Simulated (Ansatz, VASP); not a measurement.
## One calculation of CuI (Marshite), two programs

```
Cu I
1.0
     2.96943    2.96943    0.00000
    -2.96943    2.96943    0.00000
     0.00000    2.96943    2.96943
Cu I
1 1
Direct
  0.75000 0.25000 0.50000
  0.00000 0.00000 0.00000
```

Alike in both runs: task single point; functional LDA; k mesh 6 × 6 × 6; no spin polarisation.

|  | VASP | Ansatz |
| --- | --- | --- |
| version | VASP 6.6.1 | Ansatz 0.2.0 |
| potentials or method | VASP PAW LDA potentials, release 64 (Cu, I), cutoff 520 eV | all-electron LAPW, scalar-relativistic |
| occupations | gaussian, width 0.01 eV | fixed |

VASP gave:

```
gap on the k mesh at the Fermi level (eV) : 1.17
pressure (GPa)                            : -1.8
```

Problem. Which values does Ansatz return?

Solution. gap on the k mesh at the Fermi level (eV): 1.11; pressure (GPa): -2.0.

Ansatz ran all-electron here, so the differences hold the error of VASP's frozen core and of both bases.

Caveats: spin-orbit coupling is left out, which moves the levels of the heavy elements.
